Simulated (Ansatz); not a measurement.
The system is Zn.

```
Zn
1.0
     2.26817   -1.30849    0.00000
     2.26817    1.30849    0.00000
    -1.59172    0.00000    7.30041
Zn
3
Direct
  0.77802 0.77802 0.33450
  0.22198 0.22198 0.66550
  0.00000 0.00000 0.00000
```

This isn't the form of Zn at room conditions, which is hcp.

Base run:

```yaml
Program: Ansatz 0.2.0
Functional: PBEsol
Potentials_or_basis: all-electron LAPW, scalar-relativistic
Cutoff: 256 eV
Density_cutoff: 1023 eV
Basis_error_allowed: 0.002 eV/atom
k_mesh: 12 × 12 × 4
Occupations: fermi-dirac, width 0.05 eV
Spin: no spin polarisation
```

Its results: pressure -1.3 GPa; largest force 0.011 eV/Å.

Q: The run is repeated on the same cell with these changes: functional from PBEsol to LDA. What comes out?

A: Pressure -5.2 GPa; largest force 0.009 eV/Å.

LDA binds more tightly than PBEsol, so the same cell stands under less pressure.

Not every run made on this cell is shown here.
